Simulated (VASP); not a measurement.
Crystal: Mg2ZnO3.

```xyz
6
Lattice="-2.3044 2.3044 3.4370 2.3044 -2.3044 3.4370 2.3044 2.3044 -3.4370" Properties=species:S:1:pos:R:3 pbc="T T T"
Mg    0.0000    0.0000    1.8834
Mg    0.0000    0.0000    4.9906
Zn    0.0000    0.0000    0.0000
O     0.0000    0.0000    3.4370
O     0.0000    2.3044    0.0000
O     2.3044    0.0000    0.0000
```

The cell was built by a generator and needn't be a form met in nature.

| Quantity | Value |
| --- | --- |
| Program | VASP 6.6.1 |
| Task | relaxation of cell and atoms |
| Functional | PBE |
| Potentials or basis | VASP PAW PBE potentials, release 64 (Mg, Zn, O) |
| Cutoff | 520 eV |
| k mesh | 4 × 4 × 4 |
| Occupations | gaussian, width 0.15 eV |
| Spin | no spin polarisation |

At the start: pressure 43.5 GPa; volume 12.17 Å³/atom.

Problem. How do energy, volume and symmetry change on relaxing?

Solution. Over 15 steps the energy falls by 1048.7 meV/atom and the volume is 13.65 Å³/atom (+12.2 %); space group I4/mmm (No. 139, to 0.05 Å).

Step by step:
| step | energy change (eV) | largest force (eV/Å) | pressure (GPa) | volume (Å³) |
| --- | --- | --- | --- | --- |
| 1 | 0.0000 | 1.1558 | 43.53 | 73.01 |
| 2 | -2.3000 | 2.5277 | -23.55 | 107.87 |
| 3 | -4.9933 | 3.7618 | -4.84 | 90.13 |
| 4 | -4.9991 | 3.7732 | -3.88 | 89.69 |
| 5 | -5.9605 | 1.3835 | -3.75 | 87.82 |
| 6 | -6.1664 | 0.4963 | -1.09 | 86.39 |
| 7 | -6.2550 | 0.1254 | -2.58 | 84.85 |
| 8 | -6.2606 | 0.5830 | -3.12 | 83.19 |
| 9 | -6.2687 | 0.4123 | -2.85 | 83.93 |
| 10 | -6.2713 | 0.0945 | 2.81 | 79.39 |
| 11 | -6.2908 | 0.1745 | 0.36 | 81.56 |
| 12 | -6.2906 | 0.1841 | -0.42 | 81.78 |
| 13 | -6.2907 | 0.1728 | -0.11 | 81.66 |
| 14 | -6.2907 | 0.1670 | -0.09 | 81.62 |
| 15 | -6.2920 | 0.0046 | 0.09 | 81.88 |

Final structure:
```yaml
crystal:
  lattice:
    - [-2.11289, 2.11289, 4.58548]
    - [2.11289, -2.11289, 4.58548]
    - [2.11289, 2.11289, -4.58548]
  atoms:
    - { symbol: Mg, position: [0.30230, 0.30230, 0.00000] }
    - { symbol: Mg, position: [0.69770, 0.69770, 0.00000] }
    - { symbol: Zn, position: [0.00000, 0.00000, 0.00000] }
    - { symbol: O, position: [0.50000, 0.50000, 0.00000] }
    - { symbol: O, position: [0.50000, 0.00000, 0.50000] }
    - { symbol: O, position: [0.00000, 0.50000, 0.50000] }
```

Caveat: the k mesh is coarse (spacing up to 0.48 Å⁻¹), so the values aren't converged.
